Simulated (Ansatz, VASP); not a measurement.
## Two plane-wave programs on CuH3

File INCAR:

```
SYSTEM = CuH3
PREC = Accurate
ENCUT = 600
EDIFF = 1E-6
ISMEAR = 0
SIGMA = 0.1
LREAL = .False.
LASPH = .True.
NELM = 60
ALGO = Normal
ISIF = 3
LWAVE = .False.
LCHARG = .False.
GGA = PE
IBRION = 2
NSW = 100
EDIFFG = -0.01
```

Contents of KPOINTS:

```
regular mesh
0
Gamma
  16 16 16
  0 0 0
```

The input POSCAR:

```
CuH3
1.0
    2.7717619714      0.0000000000      0.0000000000
    0.0000000000      2.7717619714      0.0000000000
    0.0000000000      0.0000000000      2.7717619714
Cu H
1 3
Direct
    0.0000000000      0.0000000000      0.0000000000
    0.5000000000      0.5000000000      0.0000000000
    0.5000000000      0.0000000000      0.5000000000
    0.0000000000      0.5000000000      0.5000000000
```

Input for Ansatz:

```yaml
crystal:
  lattice:
    - [2.7717619714, 0.0, 0.0]
    - [0.0, 2.7717619714, 0.0]
    - [0.0, 0.0, 2.7717619714]
  atoms:
    - { symbol: Cu, position: [0.0, 0.0, 0.0] }
    - { symbol: H, position: [0.5, 0.5, 0.0] }
    - { symbol: H, position: [0.5, 0.0, 0.5] }
    - { symbol: H, position: [0.0, 0.5, 0.5] }
basis:
  ecutwfc: 420
kpoints:
  mp_grid: { grid: [16, 16, 16] }
hamiltonian:
  xc: pbe
scf:
  occupations: { method: gaussian, width: 0.1 }
output:
  forces: true
  stress: true
  eigenvalues: true
relax:
  adjacent_minimum: "off"
  f_tol: 0.01
  max_steps: 80
  cell: { stress_tol: 0.05 }
```

Change from the starting cell: species swapped into the EuBi3 type (Pm-3m, No. 221).

Alike in both runs: task relaxation of cell and atoms; functional PBE; k mesh 16 × 16 × 16; occupations gaussian, width 0.1 eV; no spin polarisation.

|  | VASP | Ansatz |
| --- | --- | --- |
| version | VASP 6.6.1 | Ansatz 0.2.0 |
| potentials or method | VASP PAW PBE potentials, release 64 (Cu, H) | scalar-relativistic, plane waves, PAW |
| plane-wave cutoff (eV) | 600 | 420 |
| valence electrons in the cell | 14 | 22 |

Ansatz gave:

| Quantity | Value |
| --- | --- |
| gap on the k mesh at the Fermi level, each at its own relaxed structure (eV) | none |
| relaxed volume (Å³/atom) | 5.32 |
| relaxed cell length with the largest relative difference (Å) | 2.771 |

Problem. What did VASP give for the same quantities?

Solution. gap on the k mesh at the Fermi level, each at its own relaxed structure (eV): none; relaxed volume (Å³/atom): 5.32; relaxed cell length with the largest relative difference (Å): 2.770.

A gap of «none» marks a metal or a gap that the smearing closes. The two sets of potentials don't hold the same shells in valence.
